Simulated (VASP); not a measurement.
# MnS (F-43m) in VASP: a series of runs

Runs on MnS. Level: PBE+U. Tasks: single point.

All numbers are computed with VASP 6.6.1; they aren't measurements. Logs are shortened: lines on timing, memory, paths and dates and some standing lists are left out, and cuts for length are marked.

### Step 1. Starting point

Symmetry: F-43m, No. 216, cubic system. Conventional cell: a = 5.600 Å, b = 5.600 Å, c = 5.600 Å, α = 90.00°, β = 90.00°, γ = 90.00°. Mn (site symmetry -43m) is surrounded by 4 S at 2.42 Å. S (site symmetry -43m) has 4 Mn at 2.42 Å as nearest neighbours.

### Step 2. Single point, PBE+U, collinear spin, typed start

INCAR reads:

```
ALGO = Normal ; EDIFF = 1E-7
ENCUT = 520 ; GGA = PE
ISIF = 2 ; ISMEAR = 0
ISPIN = 2 ; LASPH = True
LCHARG = False ; LDAU = True
LDAUJ = 0 0 ; LDAUL = 2 -1
LDAUPRINT = 1 ; LDAUTYPE = 2
LDAUU = 3 0 ; LMAXMIX = 4
LORBIT = 11 ; LREAL = False
LWAVE = False ; MAGMOM = 5 0
NBANDS = 20 ; NELM = 150
PREC = Accurate ; SIGMA = 0.05
```

KPOINTS reads:

```
k-points
0
Gamma
  6 6 6
```

POSCAR reads:

```
MnS
1.0
    0.0000000000      2.8000000000      2.8000000000
    2.8000000000      0.0000000000      2.8000000000
    2.8000000000      2.8000000000      0.0000000000
Mn S
1 1
Direct
    0.0000000000      0.0000000000      0.0000000000
    0.7500000000      0.7500000000      0.7500000000
```

Potentials or basis: VASP PAW PBE potentials, release 64 (Mn_pv, S).

Launch:

```console
$ cat potpaw_PBE.64/Mn_pv/POTCAR potpaw_PBE.64/S/POTCAR > POTCAR
$ mpirun -np 1 vasp_std > vasp.out
```

OUTCAR:

```text
EDIFF = 1E-7
   ENCUT = 520
   GGA = PE
   ISIF = 2
   ISMEAR = 0
   ISPIN = 2
   LASPH = True
   LORBIT = 11
   LREAL = False
   NELM = 150
   PREC = Accurate

 ion  position               nearest neighbor table
   1  0.000  0.000  0.000-   2 2.42   2 2.42   2 2.42   2 2.42
   2  0.750  0.750  0.750-   1 2.42   1 2.42   1 2.42   1 2.42

  LATTYP: Found a face centered cubic cell.
 ALAT       =     5.6000000000

  Lattice vectors:

 A1 = (   0.0000000000,   2.8000000000,   2.8000000000)
 A2 = (   2.8000000000,   0.0000000000,   2.8000000000)
 A3 = (   2.8000000000,   2.8000000000,   0.0000000000)

Analysis of symmetry for initial positions (statically):
=====================================================================
 Subroutine PRICEL returns:
 Original cell was already a primitive cell.

 Routine SETGRP: Setting up the symmetry group for a
 face centered cubic supercell.

 Subroutine GETGRP returns: Found 24 space group operations
 (whereof 24 operations were pure point group operations)
 out of a pool of 48 trial point group operations.

The static configuration has the point symmetry T_d .

Analysis of symmetry for dynamics (positions and initial velocities):
=====================================================================
 Subroutine PRICEL returns:
 Original cell was already a primitive cell.

 Routine SETGRP: Setting up the symmetry group for a
 face centered cubic supercell.

 Subroutine GETGRP returns: Found 24 space group operations
 (whereof 24 operations were pure point group operations)
 out of a pool of 48 trial point group operations.

The dynamic configuration has the point symmetry T_d .

Analysis of structural, dynamic, and magnetic symmetry:
=====================================================================
 Subroutine PRICEL returns:
 Original cell was already a primitive cell.

 Routine SETGRP: Setting up the symmetry group for a
 face centered cubic supercell.

 Subroutine GETGRP returns: Found 24 space group operations
 (whereof 24 operations were pure point group operations)
 out of a pool of 48 trial point group operations.
[... 162 lines left out ...]
  o =  0.9292  v =  0.0000 -0.0000 -0.9941 -0.0000 -0.1084  0.0000  0.0000  0.0000  0.0000  0.0000      0.0000  0.0000  0.0000  0.0000  0.0000  0.0000  0.0000  0.0000  0.0000  0.0000
  o =  0.9292  v =  0.0000  0.0000 -0.1084  0.0000  0.9941  0.0000  0.0000  0.0000  0.0000  0.0000      0.0000  0.0000  0.0000  0.0000  0.0000  0.0000  0.0000  0.0000  0.0000  0.0000
  o =  0.9354  v =  1.0000  0.0000  0.0000  0.0000  0.0000  0.0000  0.0000  0.0000  0.0000  0.0000      0.0000  0.0000  0.0000  0.0000  0.0000  0.0000  0.0000  0.0000  0.0000  0.0000
  o =  0.9354  v =  0.0000  0.8541  0.0000 -0.5201 -0.0000  0.0000  0.0000  0.0000  0.0000  0.0000      0.0000  0.0000  0.0000  0.0000  0.0000  0.0000  0.0000  0.0000  0.0000  0.0000
  o =  0.9354  v =  0.0000  0.5201 -0.0000  0.8541 -0.0000  0.0000  0.0000  0.0000  0.0000  0.0000      0.0000  0.0000  0.0000  0.0000  0.0000  0.0000  0.0000  0.0000  0.0000  0.0000

 number of electron      18.9999987 magnetization       4.9999995

 Free energy of the ion-electron system (eV)
  ---------------------------------------------------
  ext. energy  EPLUGINS =         0.00000000
  ---------------------------------------------------
  free energy    TOTEN  =       -13.17415242 eV

  energy without entropy =      -13.17415242  energy(sigma->0) =      -13.17415242

 E-fermi :   4.6087     XC(G=0):  -9.2895

 val. band max:        4.3388434111   @ k =   0.0000   0.0000   0.0000
 cond. band min:       5.1883036521   @ k =   0.5000   0.5000   0.0000
 fundamental gap:      0.8494602410
 Fermi energy:         4.6086797474

 spin component 1

 k-point     1 :       0.0000    0.0000    0.0000
  band No.  band energies     occupation
      1     -46.3456      1.00000
      2     -46.3456      1.00000
      3     -46.3456      1.00000
      4      -9.2289      1.00000
      5      -1.1644      1.00000
      6      -1.1644      1.00000
[... 344 lines left out ...]
      6      -0.5456      1.00000
[... 12 lines left out ...]
     19      17.2976      0.00000
     20      17.6272      0.00000
 Fermi energy:         4.6086797474

 spin component 2

 k-point     1 :       0.0000    0.0000    0.0000
  band No.  band energies     occupation
      1     -41.5405      1.00000
      2     -41.5405      1.00000
      3     -41.5405      1.00000
      4      -8.9797      1.00000
      5       1.5785      1.00000
      6       1.5785      1.00000
[... 357 lines left out ...]
     19      18.0795      0.00000
     20      18.2153      0.00000

------------------------ aborting loop because EDIFF is reached ----------------------------------------

  FORCE on cell =-STRESS in cart. coord.  units (eV):
  Direction    XX          YY          ZZ          XY          YZ          ZX
  --------------------------------------------------------------------------------------
  -------------------------------------------------------------------------------------
  Total        1.2356921      1.2356921      1.2356921      0.0000000      0.0000000      0.0000000
  in kB       45.0937918     45.0937918     45.0937918      0.0000000      0.0000000      0.0000000
  external PRESSURE =      45.0937918 kB  Pullay stress =       0.0000000 kB

 VOLUME and BASIS-vectors are now :
 -----------------------------------------------------------------------------
  energy-cutoff  :      520.00
  volume of cell :       43.90
      direct lattice vectors                 reciprocal lattice vectors
     0.000000000  2.800000000  2.800000000    -0.178571429  0.178571429  0.178571429
     2.800000000  0.000000000  2.800000000     0.178571429 -0.178571429  0.178571429
     2.800000000  2.800000000  0.000000000     0.178571429  0.178571429 -0.178571429

 POSITION                                       TOTAL-FORCE (eV/Angst)
 -----------------------------------------------------------------------------------
      0.00000      0.00000      0.00000        -0.000000     -0.000000     -0.000000
      4.20000      4.20000      4.20000         0.000000      0.000000      0.000000
 -----------------------------------------------------------------------------------
    total drift:                                0.000000      0.000000      0.000000

  FREE ENERGIE OF THE ION-ELECTRON SYSTEM (eV)
  ---------------------------------------------------
  free  energy   TOTEN  =       -13.1741524178 eV

  energy  without entropy=      -13.1741524178  energy(sigma->0) =      -13.17415242

 total charge

# of ion       s       p       d       tot
------------------------------------------
    1        0.265   6.218   4.881  11.364
    2        1.312   2.485   0.000   3.797
--------------------------------------------------
tot          1.577   8.703   4.881  15.161

 magnetization (x)

# of ion       s       p       d       tot
------------------------------------------
    1        0.048   0.062   4.421   4.531
    2        0.008   0.037   0.000   0.044
--------------------------------------------------
tot          0.056   0.099   4.421   4.575
```

OSZICAR:

```text
N       E                     dE             d eps       ncg     rms          rms(c)
DAV:   1     0.153398028363E+03    0.15340E+03   -0.10558E+04  1280   0.965E+02
DAV:   2    -0.531375797711E+01   -0.15871E+03   -0.14889E+03  1348   0.272E+02
DAV:   3    -0.133501657524E+02   -0.80364E+01   -0.79646E+01  1476   0.670E+01
DAV:   4    -0.134552501133E+02   -0.10508E+00   -0.10503E+00  1448   0.783E+00
DAV:   5    -0.134570450243E+02   -0.17949E-02   -0.17949E-02  1492   0.108E+00    0.108E+01
DAV:   6    -0.128410563702E+02    0.61599E+00   -0.45030E+00  1484   0.249E+01    0.101E+01
DAV:   7    -0.130853518607E+02   -0.24430E+00   -0.68651E-01  1404   0.642E+00    0.649E+00
DAV:   8    -0.131632995308E+02   -0.77948E-01   -0.85630E-02  1400   0.281E+00    0.330E+00
DAV:   9    -0.131691074763E+02   -0.58079E-02   -0.11625E-02  1380   0.102E+00    0.386E-01
DAV:  10    -0.131730375838E+02   -0.39301E-02   -0.34013E-03  1376   0.686E-01    0.270E-01
DAV:  11    -0.131740114078E+02   -0.97382E-03   -0.21971E-04  1452   0.163E-01    0.122E-01
DAV:  12    -0.131740549070E+02   -0.43499E-04   -0.99115E-05  1392   0.770E-02    0.846E-02
DAV:  13    -0.131741501730E+02   -0.95266E-04   -0.56369E-05  1388   0.612E-02    0.258E-02
DAV:  14    -0.131741514005E+02   -0.12275E-05   -0.71379E-06  1420   0.173E-02    0.857E-03
DAV:  15    -0.131741517095E+02   -0.30898E-06   -0.11035E-06  1460   0.643E-03    0.351E-03
DAV:  16    -0.131741522559E+02   -0.54638E-06   -0.46563E-07  1364   0.519E-03    0.189E-03
DAV:  17    -0.131741523915E+02   -0.13562E-06   -0.78898E-08  1316   0.267E-03    0.492E-04
DAV:  18    -0.131741524178E+02   -0.26304E-07   -0.14430E-08   844   0.780E-04
   1 F= -.13174152E+02 E0= -.13174152E+02  d E =-.439884E-16  mag=     5.0000
```

stdout:

```text
POSCAR found type information on POSCAR MnS
 POSCAR found :  2 types and       2 ions
 scaLAPACK will be used
 LDA part: xc-table for (Slater+PW92), standard interpolation
 POSCAR, INCAR and KPOINTS ok, starting setup
 FFT: planning ... GRIDC
 FFT: planning ... GRID_SOFT
 FFT: planning ... GRID
 WAVECAR not read
 entering main loop
```

Run time: 32 s. Hardware: 1 thread of Intel Xeon Platinum 8488C (Sapphire Rapids), shared host; peak memory 0.19 GiB.

Results:

| Property | Result |
| --- | --- |
| Free energy | -13.1742 eV |
| Pressure | 4.5 GPa |
| Band gap on the k mesh | 0.85 eV, indirect (least direct gap 1.21 eV) |
| Net moment | 5.00 μB per cell |
| Site moments | Mn +4.53; S +0.04 μB |
| Valence electrons inside the program's atomic spheres | Mn 11.36; S 3.80 |

Eigenvalues of the final occupation matrices:
```
    site  spin  trace               eigenvalues
site 1 d     1   4.66  0.93 0.93 0.94 0.94 0.94
site 1 d     2   0.23  0.02 0.02 0.07 0.07 0.07
```

Caveat: a cell with one magnetic atom can't hold antiferromagnetic order, which such compounds often take.

### Step 3. Single point, PBE+U, collinear spin, twin_end start

INCAR reads:

```
ALGO = Fast
EDIFF = 1E-6
ENCUT = 520
GGA = PE
ISIF = 2
ISMEAR = 0
ISPIN = 2
LASPH = T
LCHARG = T
LDAU = T
LDAUJ = 0 0
LDAUL = 2 -1
LDAUPRINT = 1
LDAUTYPE = 2
LDAUU = 3 0
LELF = T
LMAXMIX = 4
LORBIT = 11
LREAL = F
LVHAR = T
LWAVE = F
MAGMOM = 4.75 0.08
NBANDS = 20
NELM = 150
PREC = Accurate
SIGMA = 0.05
```

KPOINTS is that of step 2.

POSCAR is that of step 2.

Potentials or basis: VASP PAW PBE potentials, release 64 (Mn_pv, S).

Launch:

```console
$ cat potpaw_PBE.64/Mn_pv/POTCAR potpaw_PBE.64/S/POTCAR > POTCAR
$ mpirun -np 1 vasp_std > vasp.out
```

OUTCAR:

```text
EDIFF = 1E-6
   ENCUT = 520
   GGA = PE
   ISIF = 2
   ISMEAR = 0
   ISPIN = 2
   LASPH = T
   LORBIT = 11
   LREAL = F
   NELM = 150
   PREC = Accurate

 ion  position               nearest neighbor table
   1  0.000  0.000  0.000-   2 2.42   2 2.42   2 2.42   2 2.42
   2  0.750  0.750  0.750-   1 2.42   1 2.42   1 2.42   1 2.42

  LATTYP: Found a face centered cubic cell.
 ALAT       =     5.6000000000

  Lattice vectors:

 A1 = (   0.0000000000,   2.8000000000,   2.8000000000)
 A2 = (   2.8000000000,   0.0000000000,   2.8000000000)
 A3 = (   2.8000000000,   2.8000000000,   0.0000000000)

Analysis of symmetry for initial positions (statically):
=====================================================================
 Subroutine PRICEL returns:
 Original cell was already a primitive cell.

 Routine SETGRP: Setting up the symmetry group for a
 face centered cubic supercell.
[... 593 lines left out ...]
  band No.  band energies     occupation
      1     -41.5406      1.00000
      2     -41.5406      1.00000
      3     -41.5406      1.00000
      4      -8.9797      1.00000
      5       1.5785      1.00000
      6       1.5785      1.00000
[... 357 lines left out ...]
     19      18.0794      0.00000
     20      18.2153      0.00000

------------------------ aborting loop because EDIFF is reached ----------------------------------------

  FORCE on cell =-STRESS in cart. coord.  units (eV):
  Direction    XX          YY          ZZ          XY          YZ          ZX
  --------------------------------------------------------------------------------------
  -------------------------------------------------------------------------------------
  Total        1.2383163      1.2383163      1.2383163      0.0000000      0.0000000      0.0000000
  in kB       45.1895556     45.1895556     45.1895556      0.0000000      0.0000000      0.0000000
  external PRESSURE =      45.1895556 kB  Pullay stress =       0.0000000 kB

 VOLUME and BASIS-vectors are now :
 -----------------------------------------------------------------------------
  energy-cutoff  :      520.00
  volume of cell :       43.90
      direct lattice vectors                 reciprocal lattice vectors
     0.000000000  2.800000000  2.800000000    -0.178571429  0.178571429  0.178571429
     2.800000000  0.000000000  2.800000000     0.178571429 -0.178571429  0.178571429
     2.800000000  2.800000000  0.000000000     0.178571429  0.178571429 -0.178571429

 POSITION                                       TOTAL-FORCE (eV/Angst)
 -----------------------------------------------------------------------------------
      0.00000      0.00000      0.00000        -0.000000     -0.000000     -0.000000
      4.20000      4.20000      4.20000         0.000000      0.000000      0.000000
 -----------------------------------------------------------------------------------
    total drift:                                0.000000      0.000000      0.000000

  FREE ENERGIE OF THE ION-ELECTRON SYSTEM (eV)
  ---------------------------------------------------
  free  energy   TOTEN  =       -13.1741521715 eV

  energy  without entropy=      -13.1741521715  energy(sigma->0) =      -13.17415217

 total charge

# of ion       s       p       d       tot
------------------------------------------
    1        0.265   6.218   4.881  11.364
    2        1.312   2.485   0.000   3.797
--------------------------------------------------
tot          1.577   8.703   4.881  15.161

 magnetization (x)

# of ion       s       p       d       tot
------------------------------------------
    1        0.048   0.062   4.421   4.531
    2        0.008   0.037   0.000   0.044
--------------------------------------------------
tot          0.056   0.099   4.421   4.575
```

stdout:

```text
POSCAR found type information on POSCAR MnS
 POSCAR found :  2 types and       2 ions
 scaLAPACK will be used
 LDA part: xc-table for (Slater+PW92), standard interpolation
 POSCAR, INCAR and KPOINTS ok, starting setup
 FFT: planning ... GRIDC
 FFT: planning ... GRID_SOFT
 FFT: planning ... GRID
 WAVECAR not read
 entering main loop
```

It took 34 s on 1 thread of Intel Xeon Platinum 8488C (Sapphire Rapids), shared host; peak memory 0.18 GiB.

What came out:

```yaml
Free_energy: -13.1742 eV
Pressure: 4.5 GPa
Band_gap_on_the_k_mesh: 0.85 eV, indirect (least direct gap 1.21 eV)
Net_moment: 5.00 μB per cell
Site_moments: Mn +4.53; S +0.04 μB
Valence_electrons_inside_the_program's_atomic_spheres: Mn 11.36; S 3.80
```

Eigenvalues of the final occupation matrices:
```csv
site,spin,trace,eigenvalues
site 1 d,1,4.66,0.93 0.93 0.94 0.94 0.94
site 1 d,2,0.23,0.02 0.02 0.07 0.07 0.07
```

Caveat: a cell with one magnetic atom can't hold antiferromagnetic order, which such compounds often take. The state reached can hang on the start; a lower one may exist.
